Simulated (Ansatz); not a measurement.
A (100) slab of Ta (Im-3m (No. 229)), 7 planes, outer planes Ta (top) and Ta (bottom), with 7 atoms (Ta7) in a surface cell of A = 11.014 Å², as cut from the bulk:

```
CELL_PARAMETERS angstrom
3.31879 0.00000 0.00000
0.00000 3.31879 0.00000
0.00000 0.00000 24.95637
ATOMIC_POSITIONS crystal
Ta 0.50000 0.50000 0.30052
Ta 0.00000 0.00000 0.36702
Ta 0.50000 0.50000 0.43351
Ta 0.00000 0.00000 0.50000
Ta 0.50000 0.50000 0.56649
Ta 0.00000 0.00000 0.63298
Ta 0.50000 0.50000 0.69948
```

The calculation used DFT PBE, scalar-relativistic, plane waves, PAW (Ansatz). Settings: cutoff 420 eV, Γ-centred mesh 10×10×1 on the computed 7-atom cell, Gaussian smearing of 0.10 eV; no spin polarisation.

Against the same 7 atoms in the bulk, the slab as cut lies 3.766 eV higher and the relaxed slab 3.504 eV higher.

Q: Work out the surface energy before and after relaxation.

A: The slab has two faces, so γ = (E_slab − N·E_bulk)/(2A), the mean of both. As cut: 3.766/(2 × 11.014) = 0.1710 eV/Å², and 1 eV/Å² = 16.02 J/m², so γ = 2.74 J/m². Relaxed: 3.504/(2 × 11.014) = 0.1591 eV/Å² = 2.55 J/m². Relaxation recovers 7 % of the cost of cutting.

Q: What is the ideal work of this cut, per area?

A: Griffith's ideal work is 2γ: 5.48 J/m² if the new faces stay rigid, 5.10 J/m² if they relax. One thickness was run, 7 planes, so γ can still shift with it.

Most of the cost of making this surface is electronic and remains after the atoms relax: γ falls only from 2.74 to 2.55 J/m². An atom in the outer plane of a bcc (100) face loses half of its nearest neighbours. In tantalum, whose cohesion comes largely from a partly filled 5d band with mainly bonding states occupied, this narrows the local d band and removes much of its bonding energy. The remaining bonds strengthen in compensation, so the cost grows more slowly than a count of broken bonds would imply.

The energy recovered on relaxation probably comes mainly from the outer planes moving inward, as is usual on open bcc faces, where smoothing of the surface charge and stronger back-bonds both favour contraction. The work of 5.10 J/m² is the reversible limit for separating the crystal into two relaxed faces. It is not the fracture energy of real tantalum, a ductile metal in which plastic flow around a crack can dissipate far more.
